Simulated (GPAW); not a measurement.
## HgSe in GPAW: convergence with plane-wave cutoff (eV)

HgSe:

```
Hg Se
1.0
     0.00000    3.03900    3.03900
     3.03900    0.00000    3.03900
     3.03900    3.03900    0.00000
Hg Se
1 1
Direct
  0.00000 0.00000 0.00000
  0.75000 0.75000 0.75000
```

```yaml
Program: GPAW 26.7.0
Task: convergence study
Functional: LDA
Potentials_or_basis: the program's PAW data sets (release 1.2.1) made for this functional
Cutoff: 200 eV
Basis: pw
k_mesh: 8 × 8 × 8
Occupations: fermi-dirac, width 0.05 eV
Spin: no spin polarisation
```

These are the settings of the first run; the series varies plane-wave cutoff (eV), with any setting tied to it.

Hardware: 1 thread of Arm Neoverse V1 (shared host).

The values tried are 200, 250, 300, 350, 400, 500, 600, 800, 1000, loosest first. From which on does the energy stay within 1 meV/atom of the tightest run that finished?

From 800 on.

| plane-wave cutoff (eV) | energy less the tightest run, at zero smearing (meV/atom) | pressure (GPa) | SCF cycles | CPU time (s) | peak memory (GiB) |
| --- | --- | --- | --- | --- | --- |
| 200 | 1066.23 | -3.83 | 9 | 5.5 | 0.12 |
| 250 | 719.68 | -8.29 | 9 | 5.7 | 0.13 |
| 300 | 335.44 | -7.33 | 9 | 9.2 | 0.13 |
| 350 | 118.31 | -3.71 | 9 | 8.3 | 0.14 |
| 400 | 35.84 | -1.39 | 9 | 9.2 | 0.14 |
| 500 | 5.11 | -0.18 | 9 | 16 | 0.15 |
| 600 | 2.20 | -0.10 | 9 | 16 | 0.16 |
| 800 | 0.31 | -0.07 | 9 | 31 | 0.19 |
| 1000 | 0.00 | -0.06 | 9 | 28 | 0.22 |

Against the tightest run, the pressure stays within 0.1 GPa from 600 on. The tightest run that finished is the yardstick and may itself not be fully converged.

The run has no spin-orbit coupling, so splittings on Hg are missing.
